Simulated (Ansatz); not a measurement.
System: PbTe (rock salt type), 2 atoms in the cell.

```
Pb Te
1.0
     0.00000    3.28500    3.28500
     3.28500    0.00000    3.28500
     3.28500    3.28500    0.00000
Pb Te
1 1
Direct
  0.00000 0.00000 0.00000
  0.50000 0.50000 0.50000
```

All numbers below come from r²SCAN, plane waves, all-electron PAW datasets generated for the crystal, point nucleus (Ansatz).

Cutoff 260 eV; k-mesh 6×6×6 Γ-centred; Fermi–Dirac smearing of 0.02 eV; no spin polarisation; no spin–orbit coupling.

(1) How large is the gap on this mesh, is it direct, and where do the band edges lie (fractions of the reciprocal vectors of this cell)?

(2) List the levels near the gap at (0.000, 0.000, 0.000), (0.000, 0.000, 0.167), (0.000, 0.000, 0.333), (0.000, 0.000, -0.500), (0.000, 0.167, 0.333), (0.000, 0.167, -0.500), in eV from the top of the valence band (v1 is the highest filled band, c1 the lowest empty one).

Results:

(1) 1.13 eV, direct at (0.000, 0.000, -0.500).

(2) 
```csv
k,v4,v3,v2,v1,c1,c2
"(0.000, 0.000, 0.000)",-5.75,-1.29,-1.29,-1.29,4.30,4.30
"(0.000, 0.000, 0.167)",-6.44,-1.22,-1.22,-0.91,3.19,3.39
"(0.000, 0.000, 0.333)",-7.79,-1.01,-1.01,-0.33,1.79,2.12
"(0.000, 0.000, -0.500)",-8.61,-0.85,-0.85,0.00,1.13,1.56
"(0.000, 0.167, 0.333)",-7.37,-1.84,-1.76,-1.09,2.45,3.69
"(0.000, 0.167, -0.500)",-8.35,-2.17,-1.55,-1.17,2.48,2.69
```

A gap read on the mesh is an upper bound of this method's gap, since the mesh can miss a band edge. Spin–orbit coupling is left out; with heavy elements it can shift the gap and split levels by tenths of an eV. Semilocal functionals give gaps that mostly lie well below measured ones.
